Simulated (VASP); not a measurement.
# CuI in VASP: one cell, several levels of theory

What does VASP give for CuI (zincblende), the cell held fixed? Runs: PBE, r2SCAN. The results are then set beside those of Ansatz 0.2.0 for the same cell.

Program: VASP 6.6.1. PAW datasets, plane waves. Computed at 0 K without zero-point motion; spin polarisation is off.

### Step 1. The system as given

The cell comes from an earlier relaxation with r2SCAN in another program.

The symmetry is F-43m (No. 216, cubic); a = 6.024 Å in the conventional setting, 27.33 Å³ an atom. Cu has 4 I at 2.61 Å; I has 4 Cu at 2.61 Å.

The structure in full:

Space group F-43m (No. 216). a = 6.024 Å, b = 6.024 Å, c = 6.024 Å, α = 90.00°, β = 90.00°, γ = 90.00°
```csv
atom,site,symmetry,x,y,z
Cu,4a,-43m,0.0000,0.0000,0.0000
I,4d,-43m,0.2500,0.2500,0.7500
```

### Step 2. PBE

Input file INCAR:

```
ENCUT = 520.000000
SIGMA = 0.020000
EDIFF = 1.00e-07
GGA = PE
PREC = Accurate
IBRION = -1
ISIF = 2
ISMEAR = -1
NBANDS = 16
NELM = 120
NSW = 0
LASPH = .TRUE.
LCHARG = .FALSE.
LWAVE = .FALSE.
LREAL = .FALSE.
```

Input file KPOINTS:

```
KPOINTS created by Atomic Simulation Environment
0
Gamma
8 8 8
0 0 0
```

Input file KPOINTS_OPT:

```
special points
6
Reciprocal
0.0000000000 0.0000000000 0.0000000000 1
-0.5000000000 -0.5000000000 0.0000000000 1
-0.3750000000 -0.3750000000 0.2500000000 1
-0.3750000000 0.0000000000 0.3750000000 1
0.0000000000 0.0000000000 0.5000000000 1
-0.5000000000 -0.2500000000 0.2500000000 1
```

Input file POSCAR:

```
Cu I
 1.0000000000000000
     0.0000000000000000    3.0120291186310792    3.0120291186310792
     3.0120291186310792    0.0000000000000000    3.0120291186310792
     3.0120291186310792    3.0120291186310792    0.0000000000000000
 Cu  I
   1   1
Cartesian
  0.0000000000000000  0.0000000000000000  0.0000000000000000
  1.5060145593155396  1.5060145593155396  1.5060145593155396
```

Potentials: the recommended PBE PAW datasets, 18 valence electrons in the neutral cell.

Command:

```console
mpirun -np 1 vasp_std
```

Standard output, without the iteration lines:

```text
POSCAR found type information on POSCAR CuI
 POSCAR found :  2 types and       2 ions
 LDA part: xc-table for (Slater+PW92), standard interpolation
 POSCAR, INCAR and KPOINTS ok, starting setup
 FFT: planning ... GRIDC
 FFT: planning ... GRID_SOFT
 FFT: planning ... GRID
 WAVECAR not read
 entering main loop
 Start KPOINTS_OPT (optional k-point list driver)
k-point batch [1-6\6]
```

OSZICAR:

```text
N       E                     dE             d eps       ncg     rms          rms(c)
DAV:   1     0.102375631238E+03    0.10238E+03   -0.79713E+03   928   0.121E+03
DAV:   2     0.119767798865E+01   -0.10118E+03   -0.92712E+02   968   0.234E+02
DAV:   3    -0.556497846568E+01   -0.67627E+01   -0.66663E+01  1256   0.658E+01
DAV:   4    -0.578111586623E+01   -0.21614E+00   -0.21606E+00  1216   0.104E+01
DAV:   5    -0.578577368555E+01   -0.46578E-02   -0.46577E-02  1360   0.152E+00    0.542E+00
DAV:   6    -0.570829381343E+01    0.77480E-01   -0.27703E+00   952   0.451E+01    0.350E+00
DAV:   7    -0.555771336554E+01    0.15058E+00   -0.66494E-01   992   0.271E+01    0.175E+00
DAV:   8    -0.555902153219E+01   -0.13082E-02   -0.36097E-02  1456   0.268E+00    0.442E-01
DAV:   9    -0.555657014101E+01    0.24514E-02   -0.93705E-03  1176   0.286E+00    0.131E-01
DAV:  10    -0.555675583945E+01   -0.18570E-03   -0.58882E-04  1144   0.190E-01    0.439E-02
DAV:  11    -0.555676144616E+01   -0.56067E-05   -0.21331E-04  1192   0.416E-01    0.297E-02
DAV:  12    -0.555676158642E+01   -0.14026E-06   -0.18121E-05  1464   0.506E-02    0.250E-02
DAV:  13    -0.555675973633E+01    0.18501E-05   -0.41912E-06  1280   0.621E-02    0.814E-03
DAV:  14    -0.555676049551E+01   -0.75918E-06   -0.41788E-06  1488   0.476E-02    0.536E-03
DAV:  15    -0.555676049544E+01    0.67075E-10   -0.30155E-07  1272   0.106E-02
   1 F= -.55567605E+01 E0= -.55567605E+01  d E =-.502483E-11
       N       E                     dE             ncg
DAV:   1     0.163243461787E+04   -0.22225E+04      192
DAV:   2     0.100737210335E+04   -0.62506E+03      224
DAV:   3     0.963857695681E+03   -0.43514E+02      240
DAV:   4     0.962526619276E+03   -0.13311E+01      288
DAV:   5     0.962508107141E+03   -0.18512E-01      288
DAV:   6     0.962507673490E+03   -0.43365E-03      280
DAV:   7     0.962507668095E+03   -0.53955E-05      288
DAV:   8     0.962507667978E+03   -0.11715E-06      264
DAV:   9     0.962507667975E+03   -0.25716E-08      224
```

The lines after F= are the extra pass for the points of KPOINTS_OPT, at fixed density; their E is not a total energy.

From OUTCAR:

```text
k-points           NKPTS =     29   k-points in BZ     NKDIM =     29   number of bands    NBANDS=     16

   NELECT =      18.0000    total number of electrons

   dimension x,y,z NGX =    32 NGY =   32 NGZ =   32
   dimension x,y,z NGXF=    64 NGYF=   64 NGZF=   64

  energy-cutoff  :      520.00
  volume of cell :       54.65
      direct lattice vectors                 reciprocal lattice vectors
     0.000000000  3.012029119  3.012029119    -0.166001051  0.166001051  0.166001051
     3.012029119  0.000000000  3.012029119     0.166001051 -0.166001051  0.166001051
     3.012029119  3.012029119  0.000000000     0.166001051  0.166001051 -0.166001051

 k-points in reciprocal lattice and weights: KPOINTS created by Atomic Simulation Env
   0.00000000  0.00000000  0.00000000       0.002
   0.12500000  0.00000000  0.00000000       0.016
   0.25000000  0.00000000  0.00000000       0.016
   0.37500000  0.00000000  0.00000000       0.016
   0.50000000  0.00000000  0.00000000       0.008
   0.12500000  0.12500000  0.00000000       0.012
   0.25000000  0.12500000  0.00000000       0.047
   0.37500000  0.12500000  0.00000000       0.047
[... 21 more k-points ...]

 E-fermi :   5.0559

 k-point     1 :       0.0000    0.0000    0.0000
  band No.  band energies     occupation
      1      -9.4714      2.00000
      2       0.9147      2.00000
      3       0.9147      2.00000
      4       0.9147      2.00000
      5       2.7093      2.00000
      6       2.7093      2.00000
      7       4.6408      2.00000
      8       4.6408      2.00000
      9       4.6408      2.00000
     10       5.8364      0.00000
     11       9.4921      0.00000
     12       9.4921      0.00000
     13       9.4921      0.00000
     14      12.8476      0.00000
     15      14.2532      0.00000
     16      14.2532      0.00000

 k-point     2 :       0.1250    0.0000    0.0000
  band No.  band energies     occupation
      1      -9.3956      2.00000
      2       0.6184      2.00000
      3       0.9212      2.00000
      4       0.9212      2.00000
      5       2.7029      2.00000
      6       2.7029      2.00000
      7       3.9990      2.00000
      8       4.5196      2.00000
      9       4.5196      2.00000
     10       6.5322      0.00000
     11       9.4161      0.00000
     12       9.7147      0.00000
     13       9.7147      0.00000
     14      13.5787      0.00000
     15      13.5787      0.00000
     16      13.6067      0.00000

 k-point     3 :       0.2500    0.0000    0.0000
  band No.  band energies     occupation
      1      -9.2011      2.00000
      2      -0.0901      2.00000
      3       0.9336      2.00000
      4       0.9336      2.00000
      5       2.6997      2.00000
      6       2.6997      2.00000
      7       3.3126      2.00000
      8       4.2536      2.00000
      9       4.2536      2.00000
     10       6.9503      0.00000
     11      10.0561      0.00000
     12      10.0561      0.00000
     13      10.1584      0.00000
     14      13.3764      0.00000
     15      13.3764      0.00000
     16      13.5696      0.00000

 k-point     4 :       0.3750    0.0000    0.0000
  band No.  band energies     occupation
      1      -8.9869      2.00000
      2      -0.7790      2.00000
      3       0.9408      2.00000
      4       0.9408      2.00000
      5       2.7199      2.00000
      6       2.7199      2.00000
      7       2.9143      2.00000
      8       4.0052      2.00000
      9       4.0052      2.00000
     10       6.8757      0.00000
     11      10.0864      0.00000
     12      10.0864      0.00000
     13      11.5784      0.00000
     14      13.3181      0.00000
     15      14.3102      0.00000
     16      14.3102      0.00000

 k-point     5 :       0.5000    0.0000    0.0000
  band No.  band energies     occupation
      1      -8.8912      2.00000
      2      -1.0593      2.00000
      3       0.9421      2.00000
      4       0.9421      2.00000
      5       2.7380      2.00000
      6       2.7380      2.00000
      7       2.7839      2.00000
      8       3.9021      2.00000
      9       3.9021      2.00000
     10       6.8154      0.00000
     11      10.0345      0.00000
     12      10.0345      0.00000
     13      12.0783      0.00000
     14      13.8397      0.00000
     15      15.5672      0.00000
     16      15.5672      0.00000

[... the tables of k-points 6 to 29 left out ...]

  Total        0.3980418      0.3980418      0.3980418     -0.0000000     -0.0000000      0.0000000
  in kB       11.6689500     11.6689500     11.6689500     -0.0000000     -0.0000000      0.0000000
  external PRESSURE =      11.6689500 kB  Pullay stress =       0.0000000 kB

 POSITION                                       TOTAL-FORCE (eV/Angst)
 -----------------------------------------------------------------------------------
      0.00000      0.00000      0.00000         0.000000      0.000000      0.000000
      1.50601      1.50601      1.50601        -0.000000     -0.000000     -0.000000
 -----------------------------------------------------------------------------------
    total drift:                               -0.000001     -0.000001     -0.000001

  FREE ENERGIE OF THE ION-ELECTRON SYSTEM (eV)
  ---------------------------------------------------
  free  energy   TOTEN  =        -5.5567604954 eV

  energy  without entropy=       -5.5567604954  energy(sigma->0) =       -5.55676050
```

Hardware: 1 MPI rank of Intel Xeon Platinum 8488C, shared host.

The levels at the points of KPOINTS_OPT are read from vasprun.xml.

Near the gap, in eV above the top of the last filled band v; c is the band after it:

```
point    v−1      v     c   c+1
    Γ   0.00   0.00  1.20  4.85
    X  -1.56  -1.56  2.68  2.90
    U  -1.58  -1.30  3.08  4.65
    K  -1.58  -1.30  3.08  4.65
    L  -0.74  -0.74  2.17  5.39
    W  -1.67  -1.32  4.57  4.65
```

PBE gives a direct gap of 1.20 eV at Γ. Pressure: 1.17 GPa; the forces vanish within 0.01 eV/Å.

### Step 3. Single point with r2SCAN

Input file INCAR:

```
ENCUT = 520.000000
SIGMA = 0.010000
EDIFF = 1.00e-07
ALGO = Normal
METAGGA = R2SCAN
PREC = Accurate
IBRION = -1
ISIF = 2
ISMEAR = 0
NBANDS = 16
NELM = 120
NSW = 0
LASPH = .TRUE.
LCHARG = .FALSE.
LWAVE = .FALSE.
LREAL = .FALSE.
```

KPOINTS is that of step 2.

KPOINTS_OPT is that of step 2.

POSCAR is that of step 2.

Command:

```console
mpirun -np 1 vasp_std
```

Standard output, without the iteration lines:

```text
POSCAR found type information on POSCAR CuI
 POSCAR found :  2 types and       2 ions
 -----------------------------------------------------------------------------
|                                                                             |
|                                                                             |
|     You enforced a specific xc type in the INCAR file but a different       |
|     I HOPE YOU KNOW WHAT YOU ARE DOING!                                     |
|                                                                             |
 -----------------------------------------------------------------------------

 LDA part: xc-table for (None), standard interpolation
 POSCAR, INCAR and KPOINTS ok, starting setup
 FFT: planning ... GRIDC
 FFT: planning ... GRID_SOFT
 FFT: planning ... GRID
 WAVECAR not read
 entering main loop
 Start KPOINTS_OPT (optional k-point list driver)
k-point batch [1-6\6]
```

OSZICAR:

```text
N       E                     dE             d eps       ncg     rms          rms(c)
DAV:   1     0.713752966654E+02    0.71375E+02   -0.81135E+03   928   0.123E+03
DAV:   2    -0.321808955762E+02   -0.10356E+03   -0.94869E+02   976   0.240E+02
DAV:   3    -0.388997492116E+02   -0.67189E+01   -0.66331E+01  1248   0.671E+01
DAV:   4    -0.390898475756E+02   -0.19010E+00   -0.19004E+00  1208   0.101E+01
DAV:   5    -0.390939529796E+02   -0.41054E-02   -0.41053E-02  1360   0.149E+00    0.595E+00
DAV:   6    -0.361484184564E+02    0.29455E+01   -0.64609E+00   944   0.636E+01    0.465E+00
DAV:   7    -0.357924858515E+02    0.35593E+00   -0.10440E+00  1200   0.356E+01    0.237E+00
DAV:   8    -0.358336854242E+02   -0.41200E-01   -0.45417E-01  1144   0.187E+01    0.141E+00
DAV:   9    -0.357941356676E+02    0.39550E-01   -0.16708E-01   944   0.118E+01    0.897E-02
DAV:  10    -0.357954687546E+02   -0.13331E-02   -0.61343E-03  1128   0.645E-01    0.913E-02
DAV:  11    -0.357956028557E+02   -0.13410E-03   -0.52463E-04  1200   0.570E-01    0.888E-02
DAV:  12    -0.357954972529E+02    0.10560E-03   -0.22811E-04  1256   0.475E-01    0.304E-02
DAV:  13    -0.357954910233E+02    0.62295E-05   -0.83807E-05  1240   0.229E-01    0.376E-03
DAV:  14    -0.357954930851E+02   -0.20618E-05   -0.66998E-06  1088   0.187E-02    0.537E-03
DAV:  15    -0.357954941150E+02   -0.10299E-05   -0.10946E-06  1232   0.302E-02    0.481E-03
DAV:  16    -0.357954934071E+02    0.70791E-06   -0.91489E-07  1040   0.309E-02    0.157E-03
DAV:  17    -0.357954933705E+02    0.36533E-07   -0.56887E-08   600   0.412E-03
   1 F= -.35795493E+02 E0= -.35795493E+02  d E =-.404654E-52
       N       E                     dE             ncg
DAV:   1     0.162587410815E+04   -0.22291E+04      192
DAV:   2     0.978404833414E+03   -0.64747E+03      224
DAV:   3     0.933228730084E+03   -0.45176E+02      256
DAV:   4     0.931964498733E+03   -0.12642E+01      272
DAV:   5     0.931946323710E+03   -0.18175E-01      288
DAV:   6     0.931945343033E+03   -0.98068E-03      272
DAV:   7     0.931945334748E+03   -0.82855E-05      288
DAV:   8     0.931945334591E+03   -0.15634E-06      248
DAV:   9     0.931945334588E+03   -0.32107E-08      232
```

Parts of OUTCAR:

```text
k-points           NKPTS =     29   k-points in BZ     NKDIM =     29   number of bands    NBANDS=     16

   NELECT =      18.0000    total number of electrons

   dimension x,y,z NGX =    32 NGY =   32 NGZ =   32
   dimension x,y,z NGXF=    64 NGYF=   64 NGZF=   64

  energy-cutoff  :      520.00
  volume of cell :       54.65
      direct lattice vectors                 reciprocal lattice vectors
     0.000000000  3.012029119  3.012029119    -0.166001051  0.166001051  0.166001051
     3.012029119  0.000000000  3.012029119     0.166001051 -0.166001051  0.166001051
     3.012029119  3.012029119  0.000000000     0.166001051  0.166001051 -0.166001051

 k-points in reciprocal lattice and weights: KPOINTS created by Atomic Simulation Env
   0.00000000  0.00000000  0.00000000       0.002
   0.12500000  0.00000000  0.00000000       0.016
   0.25000000  0.00000000  0.00000000       0.016
   0.37500000  0.00000000  0.00000000       0.016
   0.50000000  0.00000000  0.00000000       0.008
   0.12500000  0.12500000  0.00000000       0.012
   0.25000000  0.12500000  0.00000000       0.047
   0.37500000  0.12500000  0.00000000       0.047
[... 21 more k-points ...]

 E-fermi :   4.5748

 k-point     1 :       0.0000    0.0000    0.0000
  band No.  band energies     occupation
      1     -10.1604      2.00000
      2       0.5809      2.00000
      3       0.5810      2.00000
      4       0.5810      2.00000
      5       2.5541      2.00000
      6       2.5541      2.00000
      7       4.4698      2.00000
      8       4.4698      2.00000
      9       4.4698      2.00000
     10       6.1415      0.00000
     11       9.6906      0.00000
     12       9.6908      0.00000
     13       9.6908      0.00000
     14      13.1530      0.00000
     15      14.5005      0.00000
     16      14.5005      0.00000

 k-point     2 :       0.1250    0.0000    0.0000
  band No.  band energies     occupation
      1     -10.0809      2.00000
      2       0.2815      2.00000
      3       0.5866      2.00000
      4       0.5866      2.00000
      5       2.5476      2.00000
      6       2.5476      2.00000
      7       3.8700      2.00000
      8       4.3487      2.00000
      9       4.3487      2.00000
     10       6.7982      0.00000
     11       9.6013      0.00000
     12       9.9202      0.00000
     13       9.9203      0.00000
     14      13.8089      0.00000
     15      13.8089      0.00000
     16      13.9366      0.00000

 k-point     3 :       0.2500    0.0000    0.0000
  band No.  band energies     occupation
      1      -9.8766      2.00000
      2      -0.4426      2.00000
      3       0.5971      2.00000
      4       0.5972      2.00000
      5       2.5442      2.00000
      6       2.5442      2.00000
      7       3.1662      2.00000
      8       4.0815      2.00000
      9       4.0815      2.00000
     10       7.2032      0.00000
     11      10.2608      0.00000
     12      10.2609      0.00000
     13      10.3673      0.00000
     14      13.6099      0.00000
     15      13.6099      0.00000
     16      13.8230      0.00000

 k-point     4 :       0.3750    0.0000    0.0000
  band No.  band energies     occupation
      1      -9.6515      2.00000
      2      -1.1546      2.00000
      3       0.6027      2.00000
      4       0.6028      2.00000
      5       2.5644      2.00000
      6       2.5645      2.00000
      7       2.7544      2.00000
      8       3.8308      2.00000
      9       3.8309      2.00000
     10       7.1043      0.00000
     11      10.2661      0.00000
     12      10.2662      0.00000
     13      11.7830      0.00000
     14      13.6142      0.00000
     15      14.6075      0.00000
     16      14.6075      0.00000

 k-point     5 :       0.5000    0.0000    0.0000
  band No.  band energies     occupation
      1      -9.5507      2.00000
      2      -1.4459      2.00000
      3       0.6035      2.00000
      4       0.6035      2.00000
      5       2.5826      2.00000
      6       2.5827      2.00000
      7       2.6204      2.00000
      8       3.7264      2.00000
      9       3.7266      2.00000
     10       7.0358      0.00000
     11      10.2021      0.00000
     12      10.2022      0.00000
     13      12.2237      0.00000
     14      14.2330      0.00000
     15      15.9133      0.00000
     16      15.9133      0.00000

[... the tables of k-points 6 to 29 left out ...]

  Total       -0.0216588     -0.0216588     -0.0216588     -0.0000000      0.0000000      0.0000000
  in kB       -0.6349474     -0.6349474     -0.6349474     -0.0000000      0.0000000      0.0000000
  external PRESSURE =      -0.6349474 kB  Pullay stress =       0.0000000 kB

 POSITION                                       TOTAL-FORCE (eV/Angst)
 -----------------------------------------------------------------------------------
      0.00000      0.00000      0.00000         0.000000      0.000000     -0.000000
      1.50601      1.50601      1.50601        -0.000000     -0.000000      0.000000
 -----------------------------------------------------------------------------------
    total drift:                                0.000010      0.000010      0.000010

  FREE ENERGIE OF THE ION-ELECTRON SYSTEM (eV)
  ---------------------------------------------------
  free  energy   TOTEN  =       -35.7954933705 eV

  energy  without entropy=      -35.7954933705  energy(sigma->0) =      -35.79549337
```

Hardware: 1 MPI rank of Intel Xeon Platinum 8488C, shared host.

The levels at the points of KPOINTS_OPT are read from vasprun.xml.

Band energies at the special points (eV, zero at the top of v, the last band that the electrons fill by count):

```
point    v−1      v     c   c+1
    Γ   0.00   0.00  1.67  5.22
    X  -1.57  -1.57  2.90  3.17
    U  -1.56  -1.30  3.36  4.97
    K  -1.56  -1.30  3.36  4.97
    L  -0.74  -0.74  2.57  5.73
    W  -1.66  -1.31  4.87  4.96
```

The r2SCAN gap is 1.67 eV, direct at Γ. Pressure: -0.06 GPa; the forces vanish within 0.01 eV/Å.

### Step 4. Results

```
 level  gap (eV)  pressure (GPa)  Ansatz: gap (eV)  Ansatz: pressure (GPa)
   PBE      1.20            1.17              1.17                    1.14
r2SCAN      1.67           -0.06              1.67                   -0.03
```

In words: The gap runs from 1.20 eV (PBE) to 1.67 eV (r2SCAN). Spin-orbit coupling is left out, though the cell holds I (Z = 53); in an element this heavy it can shift bands and gaps by tenths of an eV. The pressure is highest with PBE (1.2 GPa) and lowest with r2SCAN (-0.1 GPa), which orders the cells that they would relax to. The two programs agree on the gap within 0.03 eV, far less than the spread between functionals. The two codes have different PAW datasets and cutoffs. VASP's cell holds 18 valence electrons and Ansatz's 36.
